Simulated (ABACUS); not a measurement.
**MoS2: equation of state with B86bPBE**

MoS2:

```
Mo S
1.0
     3.22746    0.00000    0.00000
    -1.61373    2.79507    0.00000
     0.00000    0.00000    6.31247
Mo S
1 2
Cartesian
  0.0000 0.0000 3.1562
  1.6137 0.9317 4.7008
  0.0000 1.8634 1.6117
```

Measurements of this composition are mostly on another form, of space group No. 194.

```
Program             : ABACUS 3.10.1
Task                : equation of state
Functional          : B86bPBE
Potentials or basis : SSSP 1.3 efficiency PBE
Cutoff              : 748 eV
Density cutoff      : 5987 eV
Basis               : plane waves
k mesh              : 7 × 7 × 3
Occupations         : fermi-dirac, width 0.05 eV
Spin                : no spin polarisation
```

* Equilibrium volume: 19.31 Å³/atom
* Bulk modulus at fixed shape and positions: 127 GPa
* Pressure derivative of the bulk modulus: 4.4 (rough: it moves with the points fitted)

Energy against volume, from the lowest point:
```
volume (Å³/atom)  energy (meV/atom)
          17.843              50.56
          18.602              10.85
          19.361               0.00
          20.120              12.47
```

All runs of the series together: 93 s on 4 threads of Intel(R) Xeon(R) Platinum 8488C (Sapphire Rapids), with other jobs on the host.

Caveat: the cell was scaled at fixed shape and fractional positions, which overstates the stiffness of a crystal with free parameters, most of all of layers and chains; the potentials were made for another functional, which shifts forces and pressure.
